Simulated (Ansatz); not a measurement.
Geometry optimisation, DFT PBE-D3(BJ), scalar-relativistic, plane waves, PAW in Ansatz 0.2.0.

Input file:

```yaml
crystal:
  lattice:
    - [0.0, 4.842, 4.842]
    - [4.842, 0.0, 4.842]
    - [4.842, 4.842, 0.0]
  atoms:
    - { symbol: Ca, position: [0.0, 0.0, 0.0] }
    - { symbol: O, position: [0.25, 0.25, 0.25] }
    - { symbol: Ca, position: [0.0, 0.0, 0.5] }
    - { symbol: O, position: [0.25, 0.25, 0.75] }
    - { symbol: Ca, position: [0.0, 0.5, 0.0] }
    - { symbol: O, position: [0.25, 0.75, 0.25] }
    - { symbol: Ca, position: [0.0, 0.5, 0.5] }
    - { symbol: O, position: [0.25, 0.75, 0.75] }
    - { symbol: Ca, position: [0.5, 0.0, 0.0] }
    - { symbol: O, position: [0.75, 0.25, 0.25] }
    - { symbol: Ca, position: [0.5, 0.0, 0.5] }
    - { symbol: O, position: [0.75, 0.25, 0.75] }
    - { symbol: Ca, position: [0.5, 0.5, 0.0] }
    - { symbol: O, position: [0.75, 0.75, 0.25] }
    - { symbol: Ca, position: [0.5, 0.5, 0.5] }
    - { symbol: O, position: [0.75, 0.75, 0.75] }
    - { symbol: O, position: [0.136068, 0.1246288, 0.6253949], spin: 1.0 }
magnetization:
  spin_polarized: true
basis:
  ecutwfc: 420.0
kpoints:
  mp_grid: { grid: [2, 2, 2] }
hamiltonian:
  xc: pbe
  dispersion: d3bj
scf:
  occupations: { method: gaussian, width: 0.05 }
  lower_state_search: "off"
relax:
  f_tol: 0.03
  max_steps: 60
  adjacent_minimum: "off"
output:
  write_density: true
  write_potential: true
  elf: true
  volumetric_format: npy
```

Command:

```bash
$ ansatz run input.yaml --threads 2 --pin off --max-ram 5120MiB --backend cpu --events-out ev --progress --plain --runs-dir out
```

Q: Where does it end, and by what steps?

A: The forces met the threshold. The force dipped under the threshold on the way, but the program's further checks kept it going. Limits of this set-up: coarse k mesh, a small cell, in which the defect meets its images, a typed lattice constant that wasn't relaxed here. After 7 steps the energy has fallen by 1.428 eV; Ca11 moved furthest, 0.29 Å.

```csv
step,energy less start (eV),largest force component (eV/Å),accepted
0,0.0000,1.866,yes
1,-1.1585,0.463,yes
2,-1.3331,0.316,yes
3,-1.4035,0.223,yes
4,-1.4232,0.085,yes
5,-1.4255,0.111,yes
6,-1.4281,0.026,yes
7,-1.4281,0.026,yes
```

```xyz
17
Lattice="0.0000 4.8420 4.8420 4.8420 0.0000 4.8420 4.8420 4.8420 0.0000" Properties=species:S:1:pos:R:3
Ca 0.002 -0.017 0.001
O 2.349 2.239 2.496
Ca 2.440 2.421 0.000
O 5.026 4.916 2.495
Ca 2.479 -0.053 2.368
O 4.875 2.392 4.813
Ca 4.845 2.422 2.404
O 7.191 4.917 4.660
Ca 0.023 2.403 2.412
O 2.430 4.836 4.849
Ca 2.254 5.014 2.593
O 4.966 7.141 4.720
Ca 2.433 2.403 4.823
O 4.839 4.836 7.257
Ca 4.865 4.833 4.824
O 7.272 7.270 7.257
O 3.448 3.818 1.397
```

Whether the end is a true minimum wasn't checked by a vibrational analysis.

The run took 39 s on 2 threads of Intel(R) Xeon(R) 6975P-C (Granite Rapids), with other jobs on the host, peak memory 0.74 GiB.
